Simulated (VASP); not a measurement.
BaO in VASP 6.6.1, single-point calculation

INCAR

```
ENCUT = 700
ISIF = 2
NBANDS = 15
LWAVE = .FALSE.
LASPH = .TRUE.
PREC = Accurate
SIGMA = 0.05
METAGGA = M06L
IBRION = -1
EDIFF = 1E-7
NELM = 120
ISMEAR = -5
NSW = 0
LREAL = .FALSE.
LCHARG = .FALSE.
```

KPOINTS

```
KPOINTS created by Atomic Simulation Environment
0
Gamma
8 8 8
0 0 0
```

POSCAR

```
Ba O
 1.0000000000000000
     0.0000000000000000    2.6976547784000000    2.6976547784000000
     2.6976547784000000    0.0000000000000000    2.6976547784000000
     2.6976547784000000    2.6976547784000000    0.0000000000000000
 Ba  O
   1   1
Cartesian
  0.0000000000000000  0.0000000000000000  0.0000000000000000
  2.6976547784000000  2.6976547784000000  2.6976547784000000
```

The recommended PBE PAW datasets give the neutral cell 16 valence electrons.

Command

```
mpirun -np 1 vasp_std
```

OSZICAR

```
N       E                     dE             d eps       ncg     rms          rms(c)
DAV:   1    -0.393182910836E+13   -0.39318E+13   -0.34933E+13  1345   0.219E+11
DAV:   2    -0.539093321335E+13   -0.14591E+13   -0.13400E+13   870   0.140E+12
DAV:   3    -0.558104126151E+13   -0.19011E+12   -0.16612E+12  1740   0.317E+11
DAV:   4    -0.559370644282E+13   -0.12665E+11   -0.11263E+11  1652   0.838E+10
DAV:   5    -0.559438334421E+13   -0.67690E+09   -0.61804E+09  1606   0.227E+10    0.137E+02
DAV:   6     0.180229860020E+04    0.55944E+13   -0.60423E+04  1340   0.148E+03    0.608E+01
DAV:   7     0.147636381997E+03   -0.16547E+04   -0.17986E+04  1724   0.796E+02    0.956E+01
DAV:   8    -0.479557710632E+05   -0.48103E+05   -0.45421E+05  1448   0.135E+03    0.980E+01
DAV:   9     0.616117863250E+03    0.48572E+05   -0.36911E+04  1193   0.187E+03    0.132E+02
DAV:  10    -0.127379326420E+05   -0.13354E+05   -0.12392E+05  1684   0.778E+02    0.146E+02
...
DAV:  94     0.141154228484E+02   -0.71415E+03   -0.74378E+03  1628   0.484E+02    0.219E+01
DAV:  95    -0.109700087911E+05   -0.10984E+05   -0.10392E+05  1740   0.341E+02    0.110E+02
DAV:  96     0.639812759452E+03    0.11610E+05   -0.31219E+04   942   0.187E+03    0.699E+01
DAV:  97     0.132231177293E+02   -0.62659E+03   -0.81698E+03  1701   0.572E+02    0.274E+01
DAV:  98    -0.257956947431E+05   -0.25809E+05   -0.23810E+05  1740   0.501E+02    0.138E+02
DAV:  99     0.770667730565E+03    0.26566E+05   -0.35895E+04  1062   0.192E+03    0.688E+01
DAV: 100     0.178294560364E+02   -0.75284E+03   -0.80765E+03  1600   0.562E+02    0.288E+01
DAV: 101    -0.285264808298E+05   -0.28544E+05   -0.26979E+05  1691   0.581E+02    0.130E+02
DAV: 102     0.692753379658E+03    0.29219E+05   -0.37340E+04  1102   0.193E+03    0.619E+01
   1 F= 0.69275338E+03 E0= 0.69275338E+03  d E =0.000000E+00
```

Standard output (part)

```
POSCAR found type information on POSCAR BaO
 POSCAR found :  2 types and       2 ions
 LDA part: xc-table for (None), standard interpolation
 POSCAR, INCAR and KPOINTS ok, starting setup
 WAVECAR not read
 entering main loop
 hard stop encountered!  aborting job ...
|     The electronic self-consistency was not achieved in the given           |
|     number of steps (NELM). The forces and other quantities evaluated       |
|     might not be reliable so examine the results carefully. If you find     |
|     spurious results, we suggest increasing NELM, if you were close to      |
|     convergence or switching to a different ALGO or adjusting the           |
|     density mixing parameters otherwise.                                    |
 soft stop encountered!  aborting job ...
|     Tetrahedron method does not include variations of the Fermi             |
|     occupations, so forces and stress will be inaccurate. We suggest        |
|     using a different smearing scheme ISMEAR = 1 or 2 for metals in         |
|     relaxations.                                                            |
 deleting file STOPCAR
```

It was cut off at its time limit.

The run took about 15 min on one core of a shared host (Intel Xeon Platinum 8488C) and held 0.23 GiB at most.
